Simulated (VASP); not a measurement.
Set up this calculation in VASP 6.6.1, as the native input.

* Task: core levels
* Functional: LDA
* Potentials or basis: VASP PAW LDA potentials, release 64 (Hf_pv, Si)
* Cutoff: 520 eV
* k mesh: 9 × 9 × 4
* Occupations: methfessel-paxton, width 0.1 eV
* Spin: no spin polarisation
* Further INCAR settings: ALGO = Normal; EDIFF = 1e-06

The structure of HfSi2 lies in POSCAR:

```
HfSi2
1.0
    1.8360000000     -7.2850000000      0.0000000000
    1.8360000000      7.2850000000      0.0000000000
    0.0000000000      0.0000000000      7.2820000000
Hf Si
4 8
Direct
    0.8940000000      0.1060000000      0.1250000000
    0.8940000000      0.1060000000      0.6250000000
    0.1060000000      0.8940000000      0.3750000000
    0.1060000000      0.8940000000      0.8750000000
    0.5590000000      0.4410000000      0.1250000000
    0.5590000000      0.4410000000      0.6250000000
    0.4410000000      0.5590000000      0.3750000000
    0.4410000000      0.5590000000      0.8750000000
    0.2500000000      0.7500000000      0.1250000000
    0.2500000000      0.7500000000      0.6250000000
    0.7500000000      0.2500000000      0.3750000000
    0.7500000000      0.2500000000      0.8750000000
```

One way to write it, as run:

INCAR

```
PREC     = Accurate       # precision mode
ENCUT    = 520            # plane-wave cutoff, eV
EDIFF    = 1E-6           # SCF threshold, eV
ISMEAR   = 1              # smearing method
SIGMA    = 0.1            # smearing width, eV
LREAL    = False          # projectors in reciprocal space
LASPH    = True           # aspherical terms in the spheres
NELM     = 100            # most SCF steps
ALGO     = Normal         # electronic algorithm
ISIF     = 2              # what is computed and relaxed
LWAVE    = False          # write WAVECAR
LCHARG   = False          # write CHGCAR
GGA      = CA             # functional
ICORELEVEL= 1            
KPAR     = 4
```

KPOINTS

```
regular mesh
0
Gamma
  9 9 4
```

Potentials or basis: VASP PAW LDA potentials, release 64 (Hf_pv, Si).

Command:

```bash
$ cat potpaw_LDA.64/Hf_pv/POTCAR potpaw_LDA.64/Si/POTCAR > POTCAR
$ mpirun -np 4 vasp_std > vasp.out
```

Results of the run:

```yaml
Pressure: -5.6 GPa
Largest_force: 0.651 eV/Å
Band_gap_on_the_k_mesh: none (metal or under the smearing width)
```

Run time: 3.5 min on 4 MPI ranks on Intel(R) Xeon(R) Platinum 8259CL CPU @ 2.50GHz (Skylake/Cascade Lake), on a shared host, peak memory 0.63 GiB a rank.
